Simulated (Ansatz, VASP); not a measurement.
**InAs in two plane-wave programs**

Aim: how closely do two programs agree when they are given the same cell, functional and k mesh? The structure shown is the start of the Ansatz relaxation below; VASP solves that cell, so the two are compared at the walk's first step.

Calculated with Ansatz 0.2.0; plane waves, with VASP 6.6.1 beside it; single point at r2SCAN.

## (1) The starting structure

It takes space group Imm2 (No. 44, orthorhombic). The conventional cell has a = 4.319 Å, b = 4.449 Å, c = 6.042 Å, α = 90.00°, β = 90.00°, γ = 90.00°. Nearest to As lie 4 In at 2.65 to 2.68 Å. Nearest to In lie 4 As at 2.65 to 2.68 Å. Farther neighbours are not listed.

## (2) Ansatz: relaxation, r2SCAN

Ansatz runs on its PAW soft_1 files.

The two programs are compared at the cell with which this relaxation starts, whose forces are those of its first step.

input.yaml

```yaml
crystal:
  lattice:
    - [0.0459548139, 3.0998789053, 3.0207859401]
    - [3.0998789053, 0.0459548139, 3.0207859401]
    - [3.1458337191, 3.1458337191, -1.0e-10]
  atoms:
    - { symbol: As, position: [0.7515984435, 0.7515984435, 0.7483855556] }
    - { symbol: In, position: [-0.0015984435, -0.0015984435, 0.0016144444] }
  conventional_axes: [[0, 0, 1], [1, -1, 0], [1, 1, -1]]
kpoints:
  mp_grid: { grid: [12, 12, 12], shift: [0.5, 0.5, 0.5] }
hamiltonian:
  xc: r2scan
  pseudopotentials: { kind: paw, azcp: { folder: soft_1 } }
scf:
  occupations: { method: gaussian, width: 0.01 }
output:
  forces: true
  stress: true
  eigenvalues: true
relax:
  adjacent_minimum: "off"
  f_tol: 0.001
  max_steps: 60
  cell: { stress_tol: 0.01, fix: [a, angles] }
```

Run with:

```console
$ ansatz run input.yaml --threads 4 --pin off --max-ram 10240MiB --backend cpu --events-out ev --progress --plain --runs-dir out
```

Numbers of over 12 decimals in the logs are rounded to 6 here.

Output:

```text
Engine: ansatz 0.2.0, x86_64-unknown-linux-gnu
Pseudopotentials: kind: paw
Pseudopotential: As, paw, valence charge 15, recommended cutoff 500 eV (meta_gga), soft_1/As.paw.azcp
Pseudopotential: In, paw, valence charge 13, recommended cutoff 500 eV (meta_gga), soft_1/In.paw.azcp
Functional definition: r2SCAN
  parameter k0 = 0.174
  parameter k1 = 0.065
  parameter a1 = 4.9479
  exchange = r2scan_x(k0 = k0, k1 = k1, a1 = a1)
  correlation = r2scan_c
Crystal: 2 atoms, lattice volume = 58.042 Å³
Basis set: ecut = 500 eV, 1461 PW (Γ), exchange–correlation on 128×128×144 points (64 copies of the dense FFT grid, shifted against one another)
Bands: 18, of which v1, the nominal top of the filled ones, is band 14 counted from 1 (13 counted from 0)
Symmetry: 2 space group operations
Space group: Cm (ITA 8), of the structure as read, at distance tolerance 3.9e-5 Å
k-points: 468 of 1728 (time reversal used)
Non-local potential: As, projectors of the file, l = 0: 2, l = 1: 2, l = 2: 3, l = 3: 1
Non-local potential: In, projectors of the file, l = 0: 2, l = 1: 2, l = 2: 2, l = 3: 1
PAW form: soft (Blöchl's): semilocal exchange-correlation on the pseudo side does not see the compensation charge
PAW frozen core: As, regenerated for the run's functional (the file was generated under x = pbe(κ = 0.804, μ = 0.219515), c = pbe(β = 0.066725))
PAW frozen core: In, regenerated for the run's functional (the file was generated under x = pbe(κ = 0.804, μ = 0.219515), c = pbe(β = 0.066725))
PAW one-centre angular grid: As, 590 points (default); XC on 160 Gauss nodes
PAW one-centre angular grid: In, 590 points (default); XC on 160 Gauss nodes
Initial density: superposition of atomic densities (chi_scale 0.1, normalization cell, long waves kept (reshape's long-wave potential 0.00 eV rms))
Initial wavefunctions: pseudopotential atomic-orbital guess
Functional: x = r2scan, c = r2scan; τ floored in thin density (d = 2e-4 eV/Å³)
iter 1 solved again at ethr=1.61e-3 eV; its pass at ethr=3.10e-3 eV (dr2=4.51e-1 eV) is discarded
SCF iter   1: F=—  HF=-10477.226500 eV  |F-HF|=—  |Δ(HF+E_count)|=         —  Δρ=3.12e-2  dr2=4.55e-1  dr2_τ=9.88e-3  ethr=1.61e-3  ⟨swp⟩=1.0  Hψ=54428  notcnv=0
preconditioner: auto → none  [insulator: Δε(μ)=0.468 eV  Ē_g=15.358 eV  σ=0.010 eV  W_gap=1.00  n_scr=14 (ndim 8)  ℏωp=20.7 eV  f_vac=0.016  D(μ)=0.00/eV (n_scr^D=0)  ε∞_Penn≈2.8]
SCF iter   2: F=—  HF=-10477.231187 eV  |F-HF|=—  |Δ(HF+E_count)|=   4.69e-3  Δρ=1.46e-2  dr2=8.37e-2  dr2_τ=1.07e-3  ethr=1.61e-3  ⟨swp⟩=2.0  Hψ=11198  notcnv=0
SCF iter   3: F=—  HF=-10477.240121 eV  |F-HF|=—  |Δ(HF+E_count)|=   8.93e-3  Δρ=2.53e-3  dr2=6.40e-3  dr2_τ=1.68e-4  ethr=2.99e-4  ⟨swp⟩=2.2  Hψ=16412  notcnv=0
SCF iter   4: F=—  HF=-10477.237381 eV  |F-HF|=—  |Δ(HF+E_count)|=   2.74e-3  Δρ=7.30e-4  dr2=2.02e-4  dr2_τ=6.21e-6  ethr=2.29e-5  ⟨swp⟩=3.0  Hψ=18676  notcnv=0
SCF iter   5: F=—  HF=-10477.237392 eV  |F-HF|=—  |Δ(HF+E_count)|=   1.08e-5  Δρ=2.36e-4  dr2=1.05e-5  dr2_τ=4.31e-7  ethr=7.23e-7  ⟨swp⟩=2.0  Hψ=14505  notcnv=0
SCF iter   6: F=—  HF=-10477.237401 eV  |F-HF|=—  |Δ(HF+E_count)|=   8.35e-6  Δρ=6.00e-5  dr2=9.83e-7  dr2_τ=2.85e-8  ethr=3.74e-8  ⟨swp⟩=2.0  Hψ=12636  notcnv=0
SCF iter   7: F=-10477.237401 eV  HF=-10477.237401 eV  |F-HF|=1.01e-9  |Δ(HF+E_count)|=   2.59e-7  Δρ=3.71e-6  dr2=1.04e-8  dr2_τ=1.67e-10  ethr=3.57e-10  ⟨swp⟩=6.6  Hψ=39884  notcnv=0
SCF 1 converged in 7 iterations: F = -10477.237401 eV  dr2 = 1.04e-8
  greatest PAW one-centre occupation: 0.999 electrons in one spin orbital (limit 2), on the As atom at site 0 (counted from 0), in its partial waves of l = 2
relax step   1: F+E_penalty+E_count = -10477.23740080 eV  Δ(F+E_penalty+E_count) = +0.000e0 eV  max|allowed force component| = 6.126e-2 eV/Å  Δτ_max = 0.0000 Å  P = -1.008 GPa  Ω = 58.042 Å³  fix = [a, alpha, beta, gamma]  reactions: a -2.570 GPa; beta +0.005 GPa/rad  (7 SCF iters, dr2 threshold 1.00e-7 eV, accepted)
[...]
relax step   2: F+E_penalty+E_count = -10477.23791237 eV  Δ(F+E_penalty+E_count) = -5.116e-4 eV  max|allowed force component| = 4.528e-2 eV/Å  Δτ_max = 0.0090 Å  P = -0.620 GPa  Ω = 57.587 Å³  energy of the carried Pulay correction = +3.084e-5 eV  fix = [a, alpha, beta, gamma]  reactions: a -2.023 GPa; beta +0.005 GPa/rad  (6 SCF iters, dr2 threshold 2.00e-7 eV, accepted)
[...]
relax step   3: F+E_penalty+E_count = -10477.23812882 eV  Δ(F+E_penalty+E_count) = -2.165e-4 eV  max|allowed force component| = 1.434e-3 eV/Å  Δτ_max = 0.0041 Å  P = -0.734 GPa  Ω = 57.719 Å³  energy of the carried Pulay correction = +2.186e-5 eV  fix = [a, alpha, beta, gamma]  reactions: a -2.195 GPa; beta +0.005 GPa/rad  (5 SCF iters, dr2 threshold 1.28e-7 eV, accepted)
[...]
relax step   4: F+E_penalty+E_count = -10477.23813098 eV  Δ(F+E_penalty+E_count) = -2.161e-6 eV  max|allowed force component| = 3.578e-5 eV/Å  Δτ_max = 0.0002 Å  P = -0.731 GPa  Ω = 57.716 Å³  energy of the carried Pulay correction = +2.207e-5 eV  fix = [a, alpha, beta, gamma]  reactions: a -2.191 GPa; beta +0.005 GPa/rad  (4 SCF iters, dr2 threshold 6.75e-10 eV, accepted)
[...]
relax step   5: F+E_penalty+E_count = -10477.23810926 eV  Δ(F+E_penalty+E_count) = +2.172e-5 eV  max|allowed force component| = 3.878e-5 eV/Å  Δτ_max = 0.0000 Å  P = -0.731 GPa  Ω = 57.716 Å³  fix = [a, alpha, beta, gamma]  reactions: a -2.192 GPa; beta +0.005 GPa/rad  stress off target by 4.27e-3 GPa on what of the cell is left free  SCF on the basis re-selected at this cell (its energy is not comparable with the rows above)  (5 SCF iters)
basis re-selected at this cell: Δ(F+E_penalty+E_count) = +2.172e-5 eV, ΔP = -0.000 GPa vs the last step (what re-selecting the basis moved, of the pressure what is left beyond the Pulay correction that the steps carried, after the strain that the cell walked since its last selection, with what the two solves' SCF thresholds leave and, on support functions, any second-order correction that the steps lacked; it is no m [...]
SCF converged after 5 iterations
Free energy (F): -10477.238109 eV
Harris-Foulkes:  -10477.238109 eV  (|F-HF|=1.82e-12)
Internal energy: -10477.238109 eV  (E = F + TS)
E sigma→0 (E₀):  -10477.238109 eV
Fermi energy:    7.149442 eV
--- Per-component energies (eV) ---
  E_band       = -348.779631
  E_kinetic    = 315.364625
  E_local      = -3536.326065  (includes V_loc(G=0)·N_el)
  E_nonlocal   = -65.682017
  E_hartree    = 1755.619351
  E_xc         = -197.145778
  E_vxc        = -172.212249  (∫ρ·V_xc dr)
  E_paw        = -6260.876119  (= ΣΔE_a)
  E_vpaw       = -411.795774  (= ΣTr[D̂ρ^β])
  E_aug_tail   = -0.000053  (compensation charges beyond the density's cutoff)
  E_vtau       = 10.633193  (kinetic-family band-sum trace: ∫τ·v_τ [+ j·A + Jᵃ·Aᵃ] dr)
  E_ewald      = -2487.700208
  E_core_change = -0.491845  (= ΣΔE_core)
  E_smearing   = -0.000000  (= −TS)
  E_closure    = 0.000000  (closes the sum)
  Σ components = -10477.238109   (vs F -10477.238109, Δ=0.00e0)
--- Forces (eV/Å), atoms counted from 1 ---
  atom   1  As    -0.00000004    -0.00000004     0.00003854
  atom   2  In     0.00000001     0.00000001    -0.00003902
  max |Σ_I F_I| component: 4.79e-7 eV/Å
--- Stress (GPa, compression-positive) ---
       -1.094835      -1.096717      -0.003707
       -1.096717      -1.094835      -0.003707
       -0.003707      -0.003707      -0.004265
  P = ⅓ Tr σ = -0.7313 GPa (-7.313 kbar)
--- Band table (eV; the first three rows and the last of 468) ---
  k-point 0: bands = [... 10 lower, -5.1119, 6.2478, 6.8821, 6.9005, 7.3984, 11.0445, 11.1440, 11.3438]
  k-point 1: bands = [... 10 lower, -5.0238, 5.3223, 6.6799, 6.8468, 8.1014, 11.0795, 11.4198, 11.4325]
  k-point 2: bands = [... 10 lower, -4.8092, 4.1525, 6.3890, 6.6476, 8.5692, 11.4861, 11.6575, 11.8066]
  k-point 467: bands = [... 10 lower, -3.7265, 1.2401, 5.4579, 5.9485, 8.7310, 11.7391, 12.2107, 14.2509]
--- Relaxed structure (4 steps of the walk, 4 accepted, 1 SCFs on fresh bases) ---
  F+E_penalty+E_count = -10477.23810926 eV   max|allowed force component| = 3.878e-5 eV/Å   (the final SCF, on the basis selected at the relaxed cell)
  cell:  # Å, volume = 57.7161 Å³
    - [0.045894, 3.099939, 3.003692]
    - [3.099939, 0.045894, 3.003692]
    - [3.145834, 3.145834, -1.000117124904258e-10]
  atoms:
    - { symbol: As, position: [0.752382, 0.752382, 0.747601] }
    - { symbol: In, position: [-0.00238231, -0.00238231, 0.00239937] }
```

The column dr2 measures how far the density is from self-consistency, as an energy; F and HF (Harris–Foulkes) agree once it is small.

[end of part 1 of 3]

[Lines on the potential files, build, host, timing and source positions are cut from VASP's logs without a mark.]

[Logs are printed without paths, hosts, clocks, repeated set-up lines and the standing remarks that a program may print on its own settings, such as how far it seeks lower states.]

[Hosts, paths, dates, database ids (printed as entryN), source tags and the programs' standing remarks are cut or masked in the printed files.]
